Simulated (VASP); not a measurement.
## Al under changes of volume

One of the cells (17.003 Å³/atom); the others are scaled copies at fixed shape and fractional positions:

```
Al
1.0
     2.83108    0.00000    0.00000
    -1.41554    2.45179    0.00000
     0.00000    0.00000    4.89908
Al
2
Direct
  0.33333 0.66667 0.25000
  0.66667 0.33333 0.75000
```

This isn't the form of Al at room conditions, which is fcc.

- Program: VASP 6.6.1
- Functional: PBEsol
- Potentials or basis: VASP PAW PBE potentials, release 64 (Al)
- Cutoff: 520 eV
- k mesh: 11 × 11 × 6
- Occupations: fermi-dirac, width 0.05 eV
- Spin: no spin polarisation

| volume (Å³/atom) | energy over the lowest point (meV/atom) | pressure (GPa) |
| --- | --- | --- |
| 15.669 | 8.63 | 4.0 |
| 16.003 | ? | ? |
| 16.336 | 0.00 | 0.3 |
| 17.003 | 5.28 | -2.7 |
| 17.336 | 12.27 | -3.9 |
| 17.670 | 21.75 | -5.1 |

Problem. What does the run at 16.003 Å³/atom give?

Solution. Energy over the lowest point 2.38 meV/atom; pressure 2.0 GPa.

Worked out: A Birch-Murnaghan fit of order 3 (a polynomial in V^(-2/3)) to the other rows has its minimum at 16.39 Å³/atom with B0 = V·E''(V) = 80 GPa and B' = 4.4 at fixed shape and positions, which overstates the stiffness. It gives 2.37 meV/atom at 16.003 Å³/atom, against the run's 2.38, and -dE/dV = 2.0 GPa, against 2.0.

Energies are extrapolated to zero smearing.

Caveats: the PAW data sets were made with another functional, which shifts forces and pressure a little.
